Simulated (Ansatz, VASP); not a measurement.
**MgS in VASP and in Ansatz**

```xyz
2
Lattice="0.0000 2.5909 2.5909 2.5909 0.0000 2.5909 2.5909 2.5909 0.0000" Properties=species:S:1:pos:R:3 pbc="T T T"
Mg    0.0000    0.0000    0.0000
S     2.5909    2.5909    2.5909
```

Alike in both runs: functional PBEsol; k mesh 10 × 10 × 10; occupations gaussian, width 0.02 eV; no spin polarisation.

Ansatz relaxed the structure, and its values are those at the end. VASP's run is a single point on that final structure, the one shown.

|  | VASP | Ansatz |
| --- | --- | --- |
| version | VASP 6.6.1 | Ansatz 0.2.0 |
| potentials or method | VASP PAW PBE potentials, release 64 (Mg, S) | scalar-relativistic, plane waves, PAW |
| plane-wave cutoff (eV) | 520 | 420 |
| valence electrons in the cell | 8 | 16 |

```csv
,VASP,Ansatz,Ansatz less VASP
gap on the k mesh at the Fermi level (eV),2.73,2.73,-0.001
least direct gap on the mesh (eV),3.69,3.69,+0.001
pressure (GPa),-0.2,0.0,+0.19
```

The two sets of potentials don't hold the same shells in valence. Ansatz warned: «pseudo_functional_mismatch».

Caveats: the PAW data sets were made with another functional, which shifts forces and pressure a little (VASP). Expect the measured gap to be larger: semilocal functionals such as PBEsol lack the derivative discontinuity. A k mesh can miss the band edges.
